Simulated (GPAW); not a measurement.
# FeO in GPAW: the effect of functional

Crystal: FeO.

```
Fe O
1.0
     3.04589    0.00000    0.00000
     0.00000    3.04589    0.00000
     0.00000    0.00000    5.46421
Fe O
2 2
Direct
  0.50000 0.00000 0.50000
  0.00000 0.50000 0.00000
  0.50000 0.50000 0.25000
  0.50000 0.50000 0.75000
```

The cell comes from a database or a generator and needn't be the stable form of this composition.

Alike in all runs:

* Program: GPAW 26.7.0
* Task: band structure
* Cutoff: 800 eV
* Basis: pw
* k mesh: 6 × 6 × 3
* Occupations: fermi-dirac, width 0.05 eV
* Spin: collinear spin, ferromagnetic start
* Starting moments: [3.0, 3.0, 0.0, 0.0] μB

**Question.** One run gave: pressure -14.7 GPa; moment 7.41 μB. Which functional did it use?
A. PBEsol
B. LDA
C. r2SCAN

**Answer.** A.

| functional | potentials or basis | pressure (GPa) | moment (μB) |
| --- | --- | --- | --- |
| PBEsol | PAW data sets generated in the run's folder for this functional | -14.7 | 7.41 |
| LDA | the program's PAW data sets (release 1.2.1) made for this functional | -24.8 | 6.70 |
| r2SCAN | GPAW PAW data sets (gpaw-data 1.2.1) | -9.1 | 8.01 |

Caveats: all runs use coarse meshes; only a ferromagnetic start was run, and an antiferromagnetic order may lie lower in energy; the PAW data sets were made with another functional, which shifts forces and pressure a little (some runs).

Not every run made on this cell is shown here.
